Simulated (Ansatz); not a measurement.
System: wurtzite BeO. Method: r²SCANh (Ansatz, a program for electronic structure, plane waves, PAW).

Numerical settings: plane-wave cutoff 520 eV, 12×12×6 k mesh (along the axes of the cell as run), Fermi–Dirac smearing 0.01 eV, scalar-relativistic PAW data made under PBE.

Cell (relaxed at this level):

```
BeO
1.0
    1.34206    -2.32451     0.00000
    1.34206     2.32451     0.00000
    0.00000     0.00000     4.35850
Be O
2 2
Cartesian
  1.34206  -0.77484   2.17979
  1.34206   0.77484   0.00054
  1.34206  -0.77484   3.82622
  1.34206   0.77484   1.64697
```

**Question.** What does this level give for the band gap and width of the whole s-p valence band?

**Answer.** 
- band gap = 9.56 eV (on the SCF k mesh) (direct)
- width of the whole s-p valence band = 20.31 eV

Measured, for comparison: band gap 11.29 eV (zero-point renormalisation of 699 meV (computed, non-adiabatic AHC, without the lattice-expansion part) added back here; inputs from Miglio et al. (2020), arXiv:2011.12765). Computed (rounded) less measured: band gap -1.73 eV.

The computed numbers hold no vibrational or temperature effects.

The result took very roughly 21 core-minutes.
